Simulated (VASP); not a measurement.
Here is a VASP 6.6.1 calculation.

INCAR

```
  PREC = Accurate
  ENCUT = 600
  EDIFF = 1E-7
  ISMEAR = 0
  SIGMA = 0.1
  LREAL = False
  LASPH = True
  NELM = 100
  ALGO = Normal
  ISIF = 3
  LWAVE = False
  LCHARG = False
  ISPIN = 2
  MAGMOM = 1
  LORBIT = 11
  LMAXMIX = 4
  GGA = PS
  IBRION = 2
  NSW = 90
  EDIFFG = -0.005
```

Contents of KPOINTS:

```
Automatic mesh
0
Gamma
  20 20 20
```

POSCAR

```
Ni
1.0
    0.0000000000      1.7756500000      1.7756500000
    1.7756500000      0.0000000000      1.7756500000
    1.7756500000      1.7756500000      0.0000000000
Ni
1
Direct
    0.0000000000      0.0000000000      0.0000000000
```

Potentials or basis: VASP PAW PBE potentials, release 64 (Ni).

Launch:

```sh
$ cat potpaw_PBE.64/Ni/POTCAR > POTCAR
$ mpirun -np 1 vasp_std > vasp.out
```

(1) Predict the space group after relaxing (to 0.05 Å).

(2) Estimate the site moments.

(3) What does it give for the net moment?

(4) What does it give for the band gap on the k mesh?

Results:

(1) Fm-3m (No. 225).

(2) Ni +0.63 μB.

(3) 0.62 μB per cell.

(4) none (metal or under the smearing width).
